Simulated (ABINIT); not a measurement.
**SiC (Moissanite): G0W0 with ABINIT, start to end**

Wanted: ground state, empty states, screening and self-energy for SiC (Moissanite).

Program: ABINIT 10.8.3. Level of theory: PBE and many-body steps on it, plane waves. Results are calculated unless marked as measured.

**What was measured.**

- Gap 3.03 eV: indirect gap, experimental literature value; quoted from earlier experiment; bulk crystal (quoted in “Charge spill-out and work function of few-layer graphene on SiC(0001)”, 2018, arxiv:1806.04908).

- Gap 3.02 eV: band gap at cryogenic temperature; bulk crystal (literature value) (quoted in “Silicon carbide diodes for neutron detection”, 2020, arxiv:2009.14696).

- Gap 3 eV: optical absorption onset, approximate; UV-Vis-NIR transmission; bulk crystal (400 micron semi-insulating 6H-SiC wafer) (“Effects of energetic ion irradiation on WSe2/SiC heterostructures”, 2017, pmc:5482891).

This is a report of a sequence of runs, with most program output left out.

## Step 1: The structure

The structure is hexagonal, space group P6_3mc (No. 186). Conventional cell: a = 3.081 Å, b = 3.081 Å, c = 15.125 Å, α = 90.00°, β = 90.00°, γ = 120.00°. Si has 4 C at 1.88 to 1.90 Å nearest. Nearest to Si lie 4 C at 1.89 Å. C has 4 Si at 1.88 to 1.89 Å nearest. Nearest to C lie 4 Si at 1.89 Å. Nearest to C lie 4 Si at 1.89 to 1.90 Å. Farther neighbours are not listed.

The cell and positions come from the Crystallography Open Database and are kept as given unless a step says otherwise.

## Step 2: Ground state

This step: ABINIT 10.8.3; DFT, PBE, plane waves, norm-conserving pseudopotentials.

The ground-state density comes first.

The input, run.abi:

```
acell 3*1.0 Angstrom
rprim 
  3.081000000023 -0.000000000005 0.000000000000
  -1.540500000007 2.668224269083 0.000000000000
  0.000000000000 0.000000000000 15.124800000000
ntypat 2
znucl 14 6
natom 12
typat 1 1 1 1 1 1 2 2 2 2 2 2
xred 
  0.000000000000 0.000000000000 0.000000000000
  0.000000000000 0.000000000000 0.500000000000
  0.333333333333 0.666666666667 0.166400000000
  0.666666666667 0.333333333333 0.666400000000
  0.666666666667 0.333333333333 0.332900000000
  0.333333333333 0.666666666667 0.832900000000
  0.333333333333 0.666666666667 0.041200000000
  0.666666666667 0.333333333333 0.541200000000
  0.666666666667 0.333333333333 0.208000000000
  0.333333333333 0.666666666667 0.708000000000
  0.000000000000 0.000000000000 0.374600000000
  0.000000000000 0.000000000000 0.874600000000
pp_dirpath "pseudos"
pseudos "Si.upf, C.upf"
ecut 37
ngkpt 6 6 2
nshiftk 1
shiftk 0 0 0
kptopt 1
chksymbreak 0
nband 34
occopt 1
tolvrs 1e-10
nstep 60
prtwf 0
optforces 0
optstress 0
indata_prefix "in"
outdata_prefix "out"
tmpdata_prefix "tmp"
```

Started as:

```console
$ OMP_NUM_THREADS=1 mpirun -n 8 abinit run.abi > log
```

The job ended after 27 s (8 MPI ranks of Arm Neoverse V2, shared host; peak memory 0.83 GiB).

Numbers from this step:

- total energy: -1676.7154 eV
- gap: 2.017 eV
- k of the valence top: 0, 0, 0
- k of the conduction bottom: 0.5, 0, 0
- least direct gap: 3.123 eV

The gap is indirect, with the least direct gap 1.11 eV higher.

## Step 3: Bands along the symmetry lines

The cheap functional maps the bands first; the places of the edges decide which points the dearer methods must see.

run.abi: that of step 2 with these lines changed.

```diff
@@ -25,14 +25,53 @@
 ecut 37
-ngkpt 6 6 2
-nshiftk 1
-shiftk 0 0 0
-kptopt 1
-chksymbreak 0
-nband 34
-occopt 1
-tolvrs 1e-10
-nstep 60
+iscf -2
+irdden 1
+kptopt 0
+nkpt 39
+kpt 
+  0.00000000 0.00000000 0.00000000
+  0.12500000 0.00000000 0.00000000
+  0.25000000 0.00000000 0.00000000
+  0.37500000 0.00000000 0.00000000
+  0.50000000 0.00000000 0.00000000
+  0.45833333 0.08333333 0.00000000
+  0.41666666 0.16666666 0.00000000
+  0.37500000 0.25000000 0.00000000
+  0.33333333 0.33333333 0.00000000
+  0.25000000 0.25000000 0.00000000
+  0.16666666 0.16666666 0.00000000
+  0.08333333 0.08333333 0.00000000
+  0.00000000 0.00000000 0.00000000
+  0.00000000 0.00000000 0.12500000
+  0.00000000 0.00000000 0.25000000
+  0.00000000 0.00000000 0.37500000
+  0.00000000 0.00000000 0.50000000
+  0.12500000 0.00000000 0.50000000
+  0.25000000 0.00000000 0.50000000
+  0.37500000 0.00000000 0.50000000
+  0.50000000 0.00000000 0.50000000
+  0.45833333 0.08333333 0.50000000
+  0.41666666 0.16666666 0.50000000
+  0.37500000 0.25000000 0.50000000
+  0.33333333 0.33333333 0.50000000
+  0.25000000 0.25000000 0.50000000
+  0.16666666 0.16666666 0.50000000
+  0.08333333 0.08333333 0.50000000
+  0.00000000 0.00000000 0.50000000
+  0.50000000 0.00000000 0.50000000
+  0.50000000 0.00000000 0.37500000
+  0.50000000 0.00000000 0.25000000
+  0.50000000 0.00000000 0.12500000
+  0.50000000 0.00000000 0.00000000
+  0.33333333 0.33333333 0.50000000
+  0.33333333 0.33333333 0.37500000
+  0.33333333 0.33333333 0.25000000
+  0.33333333 0.33333333 0.12500000
+  0.33333333 0.33333333 0.00000000
+istwfk *1
+nband 39
+nbdbuf 10
+tolwfr 1e-07
+nstep 50
 prtwf 0
-optforces 0
-optstress 0
+prtvol 0
 indata_prefix "in"
```

It took 31 s on 8 MPI ranks; peak memory 0.82 GiB; 4.1 min of CPU time.

This step gave:

```yaml
gap: 2.012 eV
k_of_the_valence_top: 0, 0, 0
k_of_the_conduction_bottom: 0.5, 0, 0.25
least_direct_gap: 3.123 eV
```

The gap is 2.012 eV, −0.005 eV from the run before at this level.

Electronic bands along the path, in eV, zero at the top of the highest filled band:

```
    point  band 21  band 22  band 23  band 24  band 25  band 26  band 27  band 28
        Γ    -0.29    -0.04     0.00     0.00     5.16     5.34     5.74     6.25
  halfway    -1.17    -1.09    -0.70    -0.54     3.67     3.89     4.38     5.01
        M    -1.84    -1.76    -1.66    -1.11     2.02     2.21     3.23     3.89
  halfway    -2.44    -2.22    -2.00    -1.77     2.85     3.50     4.51     4.92
        K    -3.14    -2.21    -2.08    -2.08     3.49     3.49     3.75     5.04
  halfway    -1.78    -1.73    -1.30    -0.72     4.79     4.86     4.97     5.06
        Γ    -0.29    -0.04     0.00     0.00     5.16     5.34     5.74     6.25
  halfway    -0.20    -0.20    -0.02    -0.02     5.18     5.30     5.81     6.15
        A    -0.09    -0.09    -0.09    -0.09     5.23     5.23     5.97     5.97
  halfway    -1.00    -1.00    -0.71    -0.71     3.77     3.77     4.73     4.73
        L    -1.72    -1.72    -1.31    -1.31     2.06     2.06     3.45     3.45
  halfway    -2.68    -2.68    -1.67    -1.67     3.20     3.20     4.48     4.48
        H    -2.63    -2.63    -2.27    -2.27     3.68     3.68     4.32     4.32
  halfway    -1.96    -1.96    -0.85    -0.85     4.74     4.74     5.12     5.12
        A    -0.09    -0.09    -0.09    -0.09     5.23     5.23     5.97     5.97
jump to L    -1.72    -1.72    -1.31    -1.31     2.06     2.06     3.45     3.45
  halfway    -2.00    -1.64    -1.53    -1.16     2.01     2.16     3.29     3.68
        M    -1.84    -1.76    -1.66    -1.11     2.02     2.21     3.23     3.89
jump to H    -2.63    -2.63    -2.27    -2.27     3.68     3.68     4.32     4.32
  halfway    -2.97    -2.33    -2.16    -2.16     3.58     3.58     3.91     4.80
        K    -3.14    -2.21    -2.08    -2.08     3.49     3.49     3.75     5.04
```

## Step 4: Empty states on the mesh, 3×3×1 mesh, 317 bands

The sums over transitions need many empty states on a uniform mesh; this step solves for them.

The input, run.abi:

```
acell 3*1.0 Angstrom
rprim 
  3.081000000023 -0.000000000005 0.000000000000
  -1.540500000007 2.668224269083 0.000000000000
  0.000000000000 0.000000000000 15.124800000000
ntypat 2
znucl 14 6
natom 12
typat 1 1 1 1 1 1 2 2 2 2 2 2
xred 
  0.000000000000 0.000000000000 0.000000000000
  0.000000000000 0.000000000000 0.500000000000
  0.333333333333 0.666666666667 0.166400000000
  0.666666666667 0.333333333333 0.666400000000
  0.666666666667 0.333333333333 0.332900000000
  0.333333333333 0.666666666667 0.832900000000
  0.333333333333 0.666666666667 0.041200000000
  0.666666666667 0.333333333333 0.541200000000
  0.666666666667 0.333333333333 0.208000000000
  0.333333333333 0.666666666667 0.708000000000
  0.000000000000 0.000000000000 0.374600000000
  0.000000000000 0.000000000000 0.874600000000
pp_dirpath "pseudos"
pseudos "Si.upf, C.upf"
ecut 37
ngkpt 3 3 1
nshiftk 1
shiftk 0 0 0
kptopt 1
chksymbreak 0
iscf -2
irdden 1
istwfk *1
nband 317
nbdbuf 28
tolwfr 1e-09
nstep 60
prtvol 0
indata_prefix "in"
outdata_prefix "out"
tmpdata_prefix "tmp"
```

Started as:

```console
$ OMP_NUM_THREADS=2 mpirun -n 3 abinit run.abi > log
```

Elapsed: 93 s, on 3 MPI ranks; peak memory 0.42 GiB; 7.2 min of CPU time.

This step gave:

| Item | Value |
| --- | --- |
| gap | 2.813 eV |
| k of the valence top | 0, 0, 0 |
| k of the conduction bottom | 0.3333, 0, 0 |
| least direct gap | 3.641 eV |
| k points computed | 3 |
| lowest point of the top converged band, above the valence top | 79.5909 eV |

On this mesh the gap is 2.813 eV. The earlier step found 2.017 eV, so this mesh misses an edge.

## Step 5: Screening, 3×3×1 mesh, 289 bands, screening to 130.6 eV

The RPA dielectric matrix is built and inverted for each q.

This step: RPA screening on PBE, plane waves, norm-conserving pseudopotentials.

run.abi: that of step 4 with these lines changed.

```diff
@@ -30,10 +30,11 @@
 chksymbreak 0
-iscf -2
-irdden 1
 istwfk *1
-nband 317
-nbdbuf 28
-tolwfr 1e-09
-nstep 60
-prtvol 0
+occopt 1
+irdwfk 1
+optdriver 3
+nband 289
+ecuteps 4.8
+inclvkb 2
+awtr 1
+symchi 1
 indata_prefix "in"
```

Started as:

```console
$ OMP_NUM_THREADS=1 mpirun -n 8 abinit run.abi > log
```

The job ended after 37 s (8 MPI ranks; peak memory 2.6 GiB).

Numbers from this step:

```yaml
eps_infinity_with_local_fields_on_this_mesh_along_the_program_s_q_direction: 9.807
the_same_without_local_fields: 10.71
plasma_frequency: 23.07 eV
plane_waves_in_the_screening_matrix: 407
```

Local fields lower ε∞ by 8 %. On a Γ-centred mesh this coarse the value itself is usually too large, while a short band sum pulls it down.

## Step 6: Self-energy, 3×3×1 mesh, 289 bands, screening to 130.6 eV

The self-energy is evaluated for the states that the input lists, and the levels follow from it, in one-shot runs by the linearised quasiparticle equation.

This step: G0W0 on PBE, plane waves, norm-conserving pseudopotentials.

run.abi: that of step 5 with these lines changed.

```diff
@@ -33,8 +33,19 @@
 irdwfk 1
-optdriver 3
+optdriver 4
 nband 289
+gwcalctyp 0
+ecutsigx 37
+symsigma 1
+nkptgw 3
+kptgw 
+  0.0000000000 0.0000000000 0.0000000000
+  0.3333333333 0.0000000000 0.0000000000
+  0.3333333333 0.3333333333 0.0000000000
+bdgw 
+  1 28
+  1 28
+  1 28
 ecuteps 4.8
-inclvkb 2
-awtr 1
-symchi 1
+irdscr 1
+ppmodel 1
 indata_prefix "in"
```

Elapsed: 91 s, on 8 MPI ranks; peak memory 2.2 GiB.

This step gave:

```
G0W0 gap on the points computed              : 3.441 eV
starting gap on the mesh                     : 2.813 eV
k of the valence top                         : 0, 0, 0
k of the conduction bottom                   : 0.3333, 0, 0
Z at the valence top                         : 0.793
Z at the conduction bottom                   : 0.813
least direct G0W0 gap on the computed points : 4.414 eV
```

The gap on the mesh goes from 2.81 eV to 3.44 eV, a correction of +0.63 eV. The start differs from the 2.02 eV found before because the two sample other k points.

Limits: finite bands, cutoff and mesh; coarse k mesh. v1 is the top filled band, c1 the lowest empty one. Levels before and after the correction, in eV, zero at the valence-band top of each column:

```
           conduction bottom  valence top
Kohn-Sham               2.81         0.00
     G0W0               3.44         0.00
```

```
                    level  energy (eV)
Kohn-Sham            Γ v3       -0.036
Kohn-Sham         Γ v2-v1        0.000
Kohn-Sham            Γ c1        5.164
Kohn-Sham            Γ c2        5.336
Kohn-Sham            Γ c3        5.738
Kohn-Sham  (0.333 0 0) v3       -1.446
Kohn-Sham  (0.333 0 0) v2       -1.079
Kohn-Sham  (0.333 0 0) v1       -0.829
Kohn-Sham  (0.333 0 0) c1        2.813
Kohn-Sham  (0.333 0 0) c2        2.903
Kohn-Sham  (0.333 0 0) c3        3.754
     G0W0            Γ v3        0.000
     G0W0         Γ v2-v1       -0.036
     G0W0            Γ c1        6.001
     G0W0            Γ c2        6.163
     G0W0            Γ c3        6.565
     G0W0  (0.333 0 0) v3       -1.673
     G0W0  (0.333 0 0) v2       -1.194
     G0W0  (0.333 0 0) v1       -0.973
     G0W0  (0.333 0 0) c1        3.441
     G0W0  (0.333 0 0) c2        3.545
     G0W0  (0.333 0 0) c3        4.437
```

## Step 7: Where the time went

Times are wall times on the hardware named with each run, good to a factor of about two.

```
                          step  time  share  memory (GiB)
                  ground state  27 s   10 %          0.83
bands along the symmetry lines  31 s   11 %          0.82
      empty states on the mesh  93 s   33 %          0.42
                     screening  37 s   13 %           2.6
                   self-energy  91 s   33 %           2.2
```

## Step 8: Summary of results

```json
{
 "PBE gap": "2.01 eV, indirect",
 "G0W0 gap on the mesh": "3.44 eV",
 "G0W0 gap over the zone (rigid shift)": "2.64 eV",
 "GW settings": "3×3×1 mesh, 289 bands, screening to 130.6 eV, Godby-Needs plasmon pole",
 "known limits": "not at the basis limit; coarse k mesh"
}
```

**Reading.** G0W0 moves the gap on the mesh from 2.81 eV to 3.44 eV (+0.63 eV), with Z of 0.79 and 0.81 at the edges. The mesh misses the band edges by 0.80 eV in all; a rigid shift gives 2.64 eV for the zone. Local fields lower the RPA ε∞ on this mesh from 10.71 to 9.81; a Γ-centred mesh this coarse tends to raise both, most where the direct gap is narrow, while a short band sum lowers them. Against experiment, by G0W0@PBE: the gap of 2.64 eV lies −0.39 eV from the measured 3.03 eV (indirect, quoted 2018); the gap of 2.64 eV lies −0.38 eV from the measured 3.02 eV (kind not stated, quoted 2020); the gap of 2.64 eV lies −0.36 eV from the measured 3 eV (optical, 2017). An exciton line or allowed optical edge lies below the quasiparticle gap by the binding energy; a forbidden edge can push the onset above it. The calculation has static nuclei and no excitons; a measured gap holds zero-point and thermal motion, which mostly lowers it. Bands and cutoff are finite, so the gap is not at the basis limit. The miss can reach some tenths of an eV and take either sign; the mesh is an error of its own. A denser mesh or path gives a starting gap of 2.01 eV: the GW mesh misses a band edge, so its gaps are not the fundamental one. The 3×3×1 mesh is coarse for this cell, which bears on the long-range parts of exchange and screening.

[Paths, hosts, dates, memory and timing lines, banners, echoed tables and standing remarks are left out of the program output.]

[Logs are printed without paths, hosts, clocks, repeated set-up lines and the standing remarks that a program may print on its own settings, such as how far it seeks lower states.]

[Runs of the session that timed out or met a known fault of the program may be left out.]

[Hosts, paths, dates, database ids (printed as entryN), source tags and the programs' standing remarks are cut or masked in the printed files.]

[G0W0 gaps are taken among the corrected bands and points alone; a level outside them can change the order at an edge.]

[Where Ansatz stands beside ABINIT at settings called matched, ABINIT's density can come from a denser mesh and the files from another edition; pairs whose starting gaps differed by over 0.03 eV were left out, so agreement reads better than it is.]
